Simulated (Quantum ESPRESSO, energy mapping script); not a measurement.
# Spin model of MnS (Browneite) from collinear orders

Wanted: the magnetic order of MnS (Browneite), its couplings and an estimate of its ordering temperature, by PBE+U (3 eV), QE, GBRV.

Calculated with Quantum ESPRESSO 7.5; PBE with U = 3 eV on Mn d, ortho-atomic projectors; plane waves, U on orthogonalised atomic orbitals unless named otherwise, collinear spin, no spin–orbit coupling.

Most raw output is cut from this account.

## 1. The starting structure

The structure is cubic, space group F-43m (No. 216). Conventional cell: a = 5.600 Å, b = 5.600 Å, c = 5.600 Å, α = 90.00°, β = 90.00°, γ = 90.00°. Mn has 4 S at 2.42 Å nearest. S has 4 Mn at 2.42 Å nearest. Farther neighbours and most contacts between anions are not listed.

The U corrects the self-interaction that lets semilocal functionals spread d and f electrons too far. Its value here is typed, not computed. These runs use Quantum ESPRESSO.

## 2. Run 1 (parallel; cell A, 4 atoms)

Each cell gets its own parallel run on the same mesh, so that most of the mesh error cancels in the differences.

The potential files are GBRV's for PBE; pw.x takes the functional from them.

pw.in reads:

```
&control
  calculation = 'scf'
  prefix = 'pw'
  outdir = './tmp/'
  pseudo_dir = './pseudo/'
  verbosity = 'low'
/
&system
  ibrav = 0
  nat = 4
  ntyp = 2
  ecutwfc = 45
  ecutrho = 360
  nbnd = 38
  occupations = 'smearing'
  smearing = 'fd'
  degauss = 0.00367493
  nspin = 2
  starting_magnetization(1) = 0.3000
/
&electrons
  conv_thr = 1.0e-08
  electron_maxstep = 120
  mixing_beta = 0.3
  mixing_mode = 'plain'
/
ATOMIC_SPECIES
  Mn 54.9380 Mn.upf
  S 32.0600 S.upf
CELL_PARAMETERS angstrom
  0.00000000 -2.80000000 -2.80000000
  0.00000000 2.80000000 -2.80000000
  5.60000000 0.00000000 0.00000000
ATOMIC_POSITIONS crystal
  Mn 0.50000000 0.50000000 0.50000000
  Mn 0.00000000 0.00000000 0.00000000
  S 0.00000000 0.50000000 0.75000000
  S 0.50000000 0.00000000 0.25000000
K_POINTS automatic
  5 5 4 0 0 0
HUBBARD {ortho-atomic}
U Mn-3d 3
```

Launch:

```sh
OMP_NUM_THREADS=1 mpirun -n 4 pw.x -nk 4 -in pw.in > pw.out
```

It took 21 s on 4 MPI ranks of Arm Neoverse V1, shared host; peak memory 0.51 GiB; 83 s of CPU time.

Spin moment in the sphere by atom:

| atom | spin moment in the sphere (μB) |
| --- | --- |
| Mn1 | 4.33 |
| Mn2 | 4.33 |
| S3 | 0.07 |
| S4 | 0.07 |

The run ends ferromagnetic.

## 3. Run 2 (compensated +−; cell A, 4 atoms)

This order reverses 8 of the 12 neighbours at 3.96 Å and 0 of the 6 neighbours at 5.60 Å, counted for an average magnetic atom.

pw.in, as its differences from that of step 2:

```diff
@@ -10,6 +10,6 @@
   nat = 4
-  ntyp = 2
+  ntyp = 3
   ecutwfc = 45
   ecutrho = 360
-  nbnd = 38
+  nbnd = 33
   occupations = 'smearing'
@@ -19,2 +19,3 @@
   starting_magnetization(1) = 0.3000
+  starting_magnetization(2) = -0.3000
 /
@@ -27,3 +28,4 @@
 ATOMIC_SPECIES
-  Mn 54.9380 Mn.upf
+  Mn1 54.9380 Mn.upf
+  Mn2 54.9380 Mn.upf
   S 32.0600 S.upf
@@ -34,4 +36,4 @@
 ATOMIC_POSITIONS crystal
-  Mn 0.50000000 0.50000000 0.50000000
-  Mn 0.00000000 0.00000000 0.00000000
+  Mn1 0.50000000 0.50000000 0.50000000
+  Mn2 0.00000000 0.00000000 0.00000000
   S 0.00000000 0.50000000 0.75000000
@@ -41,2 +43,3 @@
 HUBBARD {ortho-atomic}
-U Mn-3d 3
+U Mn1-3d 3
+U Mn2-3d 3
```

Run time: 25 s. Hardware: 4 MPI ranks; peak memory 0.57 GiB.

Spin moment in the sphere by atom:

| atom | spin moment in the sphere (μB) |
| --- | --- |
| Mn1 | 4.24 |
| Mn2 | -4.24 |
| S3 | 0.00 |
| S4 | 0.00 |

The run ends antiferromagnetic, 133.09 meV a magnetic atom below the parallel order of its cell.

## 4. Order 3: parallel, cell B of 4 atoms

A new cell needs its own zero of energy.

This run holds the same structure in another cell (c 5.600 → 6.859 Å, α 90.0 → 73.2°, β 90.0 → 73.2°, γ 90.0 → 60.0°).

pw.in reads:

```
&control
  calculation = 'scf'
  prefix = 'pw'
  outdir = './tmp/'
  pseudo_dir = './pseudo/'
  verbosity = 'low'
/
&system
  ibrav = 0
  nat = 4
  ntyp = 2
  ecutwfc = 45
  ecutrho = 360
  nbnd = 38
  occupations = 'smearing'
  smearing = 'fd'
  degauss = 0.00367493
  nspin = 2
  starting_magnetization(1) = 0.3000
/
&electrons
  conv_thr = 1.0e-08
  electron_maxstep = 120
  mixing_beta = 0.3
  mixing_mode = 'plain'
/
ATOMIC_SPECIES
  Mn 54.9380 Mn.upf
  S 32.0600 S.upf
CELL_PARAMETERS angstrom
  0.00000000 -2.80000000 -2.80000000
  -2.80000000 0.00000000 -2.80000000
  2.80000000 2.80000000 -5.60000000
ATOMIC_POSITIONS crystal
  Mn 0.50000000 0.50000000 0.50000000
  Mn 0.00000000 0.00000000 0.00000000
  S 0.12500000 0.12500000 0.62500000
  S 0.62500000 0.62500000 0.12500000
K_POINTS automatic
  6 6 6 0 0 0
HUBBARD {ortho-atomic}
U Mn-3d 3
```

It took 37 s on 4 MPI ranks; peak memory 0.69 GiB.

The run ends ferromagnetic. For each magnetic atom its energy differs from the parallel run of the first cell by -0.99 meV, an error that one common reference would have brought in.

## 5. Compensated +− start in cell B (4 atoms)

This order reverses 6 of the 12 neighbours at 3.96 Å and 6 of the 6 neighbours at 5.60 Å, counted for an average magnetic atom.

pw.in, as its differences from that of step 4:

```diff
@@ -10,6 +10,6 @@
   nat = 4
-  ntyp = 2
+  ntyp = 3
   ecutwfc = 45
   ecutrho = 360
-  nbnd = 38
+  nbnd = 33
   occupations = 'smearing'
@@ -19,2 +19,3 @@
   starting_magnetization(1) = 0.3000
+  starting_magnetization(2) = -0.3000
 /
@@ -27,3 +28,4 @@
 ATOMIC_SPECIES
-  Mn 54.9380 Mn.upf
+  Mn1 54.9380 Mn.upf
+  Mn2 54.9380 Mn.upf
   S 32.0600 S.upf
@@ -34,4 +36,4 @@
 ATOMIC_POSITIONS crystal
-  Mn 0.50000000 0.50000000 0.50000000
-  Mn 0.00000000 0.00000000 0.00000000
+  Mn1 0.50000000 0.50000000 0.50000000
+  Mn2 0.00000000 0.00000000 0.00000000
   S 0.12500000 0.12500000 0.62500000
@@ -41,2 +43,3 @@
 HUBBARD {ortho-atomic}
-U Mn-3d 3
+U Mn1-3d 3
+U Mn2-3d 3
```

Elapsed: 39 s, on 4 MPI ranks; peak memory 0.7 GiB; 2.6 min of CPU time.

The run ends antiferromagnetic, 102.46 meV a magnetic atom below the parallel order of its cell.

## 6. Run 5 (parallel; cell C, 6 atoms)

pw.in reads:

```
&control
  calculation = 'scf'
  prefix = 'pw'
  outdir = './tmp/'
  pseudo_dir = './pseudo/'
  verbosity = 'low'
/
&system
  ibrav = 0
  nat = 6
  ntyp = 2
  ecutwfc = 45
  ecutrho = 360
  nbnd = 54
  occupations = 'smearing'
  smearing = 'fd'
  degauss = 0.00367493
  nspin = 2
  starting_magnetization(1) = 0.3000
/
&electrons
  conv_thr = 1.5e-08
  electron_maxstep = 120
  mixing_beta = 0.3
  mixing_mode = 'plain'
/
ATOMIC_SPECIES
  Mn 54.9380 Mn.upf
  S 32.0600 S.upf
CELL_PARAMETERS angstrom
  0.00000000 -2.80000000 -2.80000000
  -5.60000000 0.00000000 0.00000000
  2.80000000 5.60000000 -2.80000000
ATOMIC_POSITIONS crystal
  Mn 0.66666667 0.66666667 0.33333333
  Mn 0.33333333 0.33333333 0.66666667
  Mn 0.00000000 0.00000000 0.00000000
  S 0.16666667 0.41666667 0.33333333
  S 0.83333333 0.08333333 0.66666667
  S 0.50000000 0.75000000 0.00000000
K_POINTS automatic
  6 6 6 0 0 0
HUBBARD {ortho-atomic}
U Mn-3d 3
```

Run time: 2.3 min. Hardware: 4 MPI ranks; peak memory 1.2 GiB.

The run ends ferromagnetic. For each magnetic atom its energy differs from the parallel run of the first cell by -1.41 meV, an error that one common reference would have brought in.

## 7. Run 6 (uncompensated ++−; cell C, 6 atoms)

This order reverses 6.67 of the 12 neighbours at 3.96 Å and 2.67 of the 6 neighbours at 5.60 Å, counted for an average magnetic atom.

pw.in, as its differences from that of step 6:

```diff
@@ -10,6 +10,6 @@
   nat = 6
-  ntyp = 2
+  ntyp = 3
   ecutwfc = 45
   ecutrho = 360
-  nbnd = 54
+  nbnd = 49
   occupations = 'smearing'
@@ -19,2 +19,3 @@
   starting_magnetization(1) = 0.3000
+  starting_magnetization(2) = -0.3000
 /
@@ -27,3 +28,4 @@
 ATOMIC_SPECIES
-  Mn 54.9380 Mn.upf
+  Mn1 54.9380 Mn.upf
+  Mn2 54.9380 Mn.upf
   S 32.0600 S.upf
@@ -34,5 +36,5 @@
 ATOMIC_POSITIONS crystal
-  Mn 0.66666667 0.66666667 0.33333333
-  Mn 0.33333333 0.33333333 0.66666667
-  Mn 0.00000000 0.00000000 0.00000000
+  Mn1 0.66666667 0.66666667 0.33333333
+  Mn1 0.33333333 0.33333333 0.66666667
+  Mn2 0.00000000 0.00000000 0.00000000
   S 0.16666667 0.41666667 0.33333333
@@ -43,2 +45,3 @@
 HUBBARD {ortho-atomic}
-U Mn-3d 3
+U Mn1-3d 3
+U Mn2-3d 3
```

Run time: 2.2 min. Hardware: 4 MPI ranks; peak memory 1.1 GiB; 8.9 min of CPU time.

The run ends ferrimagnetic, 113.66 meV a magnetic atom below the parallel order of its cell.

## 8. From energies to couplings

Each energy difference is a sum of couplings weighted by the pairs that the order reverses. A few near shells are fitted to the differences by least squares. Energies are those extrapolated to zero occupation width, not the free energies F.

The orders side by side; each is measured from the parallel order in the same cell and on the same mesh:

| order | atoms | energy (meV a magnetic atom) | moments (μB) | moments kept as typed | opposed neighbours at 3.96, 5.60 Å |
| --- | --- | --- | --- | --- | --- |
| parallel in cell A | 4 | 0.00 | 4.33 | yes | 0, 0 |
| compensated +− in cell A | 4 | -133.09 | 4.24 | yes | 8, 0 |
| parallel in cell B | 4 | 0.00 | 4.33 | yes | 0, 0 |
| compensated +− in cell B | 4 | -102.46 | 4.26 | yes | 6, 6 |
| parallel in cell C | 6 | 0.00 | 4.33 | yes | 0, 0 |
| uncompensated ++− in cell C | 6 | -113.66 | 4.21 to 4.27 | yes | 6.67, 2.67 |

Fitted to E = −Σ J e·e over ordered pairs of unit vectors (J > 0 favours parallel moments):

| pair | distance (Å) | neighbours | J (meV) |
| --- | --- | --- | --- |
| Mn–Mn | 3.96 | 12 | -8.35 |
| Mn–Mn | 5.60 | 6 | -0.227 |

Adding the shell at 6.86 Å gives -8.6, -0.22 and 0.15 meV and a mean-field temperature of 272 K, an exact solve that tests nothing.

The script's first fit took in one more shell; these couplings, and the temperatures drawn from them, were computed anew from the same energies.

In mean field these couplings order at 255 K, and give a Curie–Weiss temperature of -786 K.

## 9. Ordering temperature by Monte Carlo

Mean field ignores fluctuations and overstates the ordering temperature, so the model is also sampled. The heat capacity peaks where order sets in.

Classical unit spins with these couplings on 8×8×6 copies of a cell that holds the lowest order (768 spins), heat-bath sweeps, cooled from random directions, 300 sweeps to settle and 900 measured at each temperature.

| T (K) | order along the lowest pattern | net moment | heat capacity (k_B a spin) |
| --- | --- | --- | --- |
| 30.6 | 0.04 | 0.01 | 0.96 |
| 56.9 | 0.05 | 0.01 | 1.12 |
| 83.2 | 0.06 | 0.01 | 1.77 |
| 109 | 0.08 | 0.01 | 1.01 |
| 136 | 0.07 | 0.01 | 0.81 |
| 162 | 0.06 | 0.01 | 0.65 |
| 175 | 0.06 | 0.01 | 0.55 |
| 202 | 0.06 | 0.01 | 0.46 |
| 228 | 0.05 | 0.01 | 0.39 |
| 254 | 0.05 | 0.02 | 0.39 |
| 280 | 0.05 | 0.02 | 0.34 |

The smoothed heat capacity peaks at 80.8 K. The order column follows one pattern alone; equivalent domains or another pattern share the rest.

## 10. Against another level

The first set of orders, under PBE+U (2 eV), QE, GBRV, took 26 min of CPU time summed over its finished orders (seed run apart), these 26 min.

| quantity | this set | first set |
| --- | --- | --- |
| J at 3.96 Å, meV | -8.35 | -10.8 |
| J at 5.60 Å, meV | -0.227 | -0.320 |
| ordering temperature, mean field, K | 255 | 328 |
| heat-capacity peak, Monte Carlo, K | 80.8 | 105 |

The coupling that led in the first set goes from -10.8 to -8.35 meV.

## 11. Outcome

| Property | Result |
| --- | --- |
| lowest order tried | compensated +− in cell A |
| largest fitted value, Mn–Mn at 3.96 Å | -8.35 meV |
| ordering temperature, mean field | 255 K |
| heat-capacity peak, Monte Carlo | 80.8 K |

**Reading.** Of the orders tried, MnS (Browneite) prefers the order “compensated +− in cell A” under PBE+U (3 eV), QE, GBRV, with 8 of 12 neighbours at 3.96 Å and 0 of 6 neighbours at 5.60 Å opposed, and the heat capacity of the fitted model peaks near 81 K (Monte Carlo, classical spins). The model's best pattern is not among the orders that were run. The coupling at 3.96 Å is 0.78 times that of the first set, at 1.0 times the CPU time. The largest fitted coupling is the Mn–Mn pair at 3.96 Å, antiferromagnetic at -8.4 meV, across a ligand at about 109°. The orders also reverse pairs at 6.86 and 7.92 Å, which are not fitted, so the fitted values hold their part too. With 3 differences for 2 couplings the fit misses by 1.1 meV at most, a small part of the spread. Taking in the shell at 6.86 Å as well gives -8.6, -0.22 and 0.15 meV and a mean-field temperature of 272 K. The shorter fit, which has an equation to spare, is the one used. In the fitted orders moments change by up to 2.8 % against the parallel run of the same cell, so their size stays put. Monte Carlo puts the peak at 0.32 of the mean-field temperature, low enough to point to frustration or weakly coupled layers or chains. In tests on simple cubic and body-centred models such peaks lay 5 to 6 % under the bulk value. On cooling, the order along the one computed pattern stays at or under 0.10: the model settles in an equivalent domain, a degenerate mixture or another order. The Curie–Weiss temperature is 9.7 times the peak temperature in size, a mark of frustration. The parallel order holds 5 μB a magnetic atom, spin 2.5; the common factor (S+1)/S would raise the classical 80.8 K to 113 K, a correction that often overshoots.

[Logs and program files are shortened in this print: banners, set-up blocks, solver, clock and traceback lines can be left out without a mark of their own.]

[Logs are printed without paths, hosts, clocks, repeated set-up lines and the standing remarks that a program may print on its own settings, such as how far it seeks lower states.]

[Hosts, paths, dates, database ids (printed as entryN), source tags and the programs' standing remarks are cut or masked in the printed files.]

[Where a cell is said to come from a database of computed structures, the database is the Materials Project.]
